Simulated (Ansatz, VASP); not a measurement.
## One calculation of Cu, two programs

```
CELL_PARAMETERS angstrom
-1.42415 1.42415 1.33590
1.42415 -1.42415 1.33590
1.42415 1.42415 -1.33590
ATOMIC_POSITIONS crystal
Cu 0.00000 0.00000 0.00000
```

Alike in both runs: task single point; functional PBE; k mesh 22 × 22 × 22; occupations gaussian, width 0.15 eV; no spin polarisation.

|  | VASP | Ansatz |
| --- | --- | --- |
| version | VASP 6.6.1 | Ansatz 0.2.0 |
| potentials or method | VASP PAW PBE potentials, release 64 (Cu) | scalar-relativistic, plane waves, PAW |
| plane-wave cutoff (eV) | 520 | 520 |
| valence electrons in the cell | 11 | 19 |

|  | VASP | Ansatz | Ansatz less VASP |
| --- | --- | --- | --- |
| gap on the k mesh at the Fermi level (eV) | none | none | - |
| pressure (GPa) | 19.5 | 18.3 | -1.17 |
| largest component of the traceless stress (GPa) | 0.44 | 0.44 | +0.008 |

A gap of «none» marks a metal or a gap that the smearing closes. The functional is the same, so the differences come from potentials, cutoffs and numerics. The two sets of potentials don't hold the same shells in valence.

Caveats: so large a pressure means that the cell lies far from this level's equilibrium, or that cutoff or potentials fall short (VASP).
